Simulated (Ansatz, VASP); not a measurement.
# One calculation of As, two programs

File INCAR:

```
SYSTEM = As
ALGO = Normal ; DIPOL = 0.5 0.5 0.500
EDIFF = 1E-6 ; ENCUT = 520
IDIPOL = 3 ; ISIF = 2
ISMEAR = 0 ; LASPH = .TRUE.
LCHARG = .FALSE. ; LDIPOL = .TRUE.
LREAL = .FALSE. ; LWAVE = .FALSE.
NBANDS = 12 ; NELM = 80
PREC = Accurate ; SIGMA = 0.02
```

The input KPOINTS:

```
k-points
0
G
  9 9 1
  0 0 0
```

Contents of POSCAR:

```
As
1.0
    3.4630000000      0.0000000000      0.0000000000
   -1.7315000000      2.9990459733      0.0000000000
    0.0000000000      0.0000000000     28.0000000000
As
2
Direct
    0.3333333333      0.6666666667      0.5211428571
    0.6666666667      0.3333333333      0.4788571429
```

Input for Ansatz:

```yaml
crystal:
  lattice:
    - [3.463, 0.0, 0.0]
    - [-1.7315, 2.9990459733, 0.0]
    - [0.0, 0.0, 28.0]
  atoms:
    - { symbol: As, position: [0.3333333333, 0.6666666667, 0.5211428571] }
    - { symbol: As, position: [0.6666666667, 0.3333333333, 0.4788571429] }
  periodic: [true, true, false]
basis:
  ecutwfc: 420
kpoints:
  mp_grid: { grid: [9, 9, 1] }
hamiltonian:
  xc: lda
scf:
  occupations: { method: gaussian, width: 0.02 }
output:
  forces: true
  stress: true
  eigenvalues: true
```

Alike in both runs: task single point; functional LDA; k mesh 9 × 9 × 1; occupations gaussian, width 0.02 eV; no spin polarisation.

|  | VASP | Ansatz |
| --- | --- | --- |
| version | VASP 6.6.1 | Ansatz 0.2.0 |
| potentials or method | VASP PAW LDA potentials, release 64 (As) | scalar-relativistic, plane waves, PAW |
| plane-wave cutoff (eV) | 520 | 420 |
| valence electrons in the cell | 10 | 30 |

Ansatz gave:

- gap on the k mesh at the Fermi level (eV): 1.47
- least direct gap on the mesh (eV): 1.78
- rms of the force components (eV/Å): 1.888

**Question.** Which values does VASP return?

**Answer.** gap on the k mesh at the Fermi level (eV): 1.41; least direct gap on the mesh (eV): 1.73; rms of the force components (eV/Å): 2.012.

Atom by atom the forces differ by 0.125 eV/Å (rms over components). The two sets of potentials don't hold the same shells in valence.
